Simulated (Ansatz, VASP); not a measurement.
## As in VASP and in Ansatz

```
As
1.0
     1.88080    1.08588    3.51406
    -1.88080    1.08588    3.51406
     0.00000   -2.17176    3.51406
As
2
Direct
  0.22600 0.22600 0.22600
  0.77400 0.77400 0.77400
```

Alike in both runs: task single point; functional PBE; k mesh 4 × 4 × 4; occupations fermi-dirac, width 0.02 eV; no spin polarisation.

|  | VASP | Ansatz |
| --- | --- | --- |
| version | VASP 6.6.1 | Ansatz 0.2.0 |
| potentials or method | VASP PAW PBE potentials, release 64 (As), cutoff 520 eV | all-electron LAPW, scalar-relativistic |

Ansatz gave:

* gap on the k mesh at the Fermi level (eV): 0.11
* least direct gap on the mesh (eV): 0.11
* pressure (GPa): 3.8
* largest component of the traceless stress (GPa): 2.37
* rms of the force components (eV/Å): 0.057

**Question.** Estimate VASP's values.

**Answer.** gap on the k mesh at the Fermi level (eV): 0.08; least direct gap on the mesh (eV): 0.08; pressure (GPa): 4.1; largest component of the traceless stress (GPa): 2.52; rms of the force components (eV/Å): 0.087.

Atom by atom the forces differ by 0.031 eV/Å (rms over components). Ansatz ran all-electron here, so the differences hold the error of VASP's frozen core and of both bases.

Caveats: the k mesh is coarse (spacing up to 0.50 Å⁻¹), so the values aren't converged.
